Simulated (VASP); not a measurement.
Runs of VASP 6.6.1 on GaP. It takes space group R-3m (No. 166, trigonal). The conventional cell has a = 3.886 Å, b = 3.886 Å, c = 19.292 Å, α = 90.00°, β = 90.00°, γ = 120.00°. Around Ga (site symmetry 3m) lie 3 P at 2.40 Å and 1 Ga at 2.49 Å. P (site symmetry 3m) is surrounded by 1 P at 2.21 Å and 3 Ga at 2.40 Å. Measurements of this composition are mostly on another form, of space group No. 216.

| task | level | potentials or basis | cell | k mesh | cutoff (eV) | mesh quality | gap on the mesh (eV) | pressure (GPa) | relaxed volume (Å³/atom) |
| --- | --- | --- | --- | --- | --- | --- | --- | --- | --- |
| relaxation of cell and atoms | PBEsol | VASP PAW PBE potentials, release 64 (Ga_d, P) | relaxed | 3 × 3 × 3 | 600 | coarse | 0.94 | 0.0 | 20.41 |
| relaxation of cell and atoms | RPBE | VASP PAW PBE potentials, release 64 (Ga_d, P) | relaxed | 9 × 9 × 9 | 600 | not flagged | 1.03 | 0.0 | 21.62 |
| single point | PBEsol | VASP PAW PBE potentials, release 64 (Ga_d, P) | as given | 9 × 9 × 9 | 520 | not flagged | (b) | -2.9 | - |
| relaxation of cell and atoms | PBEsol | VASP PAW PBE potentials, release 64 (Ga_d, P) | relaxed | 9 × 9 × 9 | 600 | not flagged | 0.79 | 0.0 | 20.17 |
| relaxation of cell and atoms | PBEsol | VASP PAW PBE potentials, release 64 (Ga, P) | relaxed | 9 × 9 × 9 | 580 | not flagged | 0.78 | 0.0 | 20.55 |
| relaxation of cell and atoms | LDA | VASP PAW LDA potentials, release 64 (Ga_d, P) | relaxed | 9 × 9 × 9 | 600 | not flagged | (a) | 0.0 | 19.66 |

Alike in all rows: no spin polarisation; smearing gaussian 0.02 eV.

Estimate the missing entries.

(a) 0.75; (b) 0.85.

Caveats: some runs use coarse meshes; an odd mesh through Γ misses points on the zone boundary, where band edges often lie; the PAW data sets were made with another functional, which shifts forces and pressure a little (some runs).

A k mesh can miss the band edges, and the runs leave out spin-orbit coupling on Ga.

The runs don't all hold the same shells in valence.

Runs at the PBE level aren't shown here.
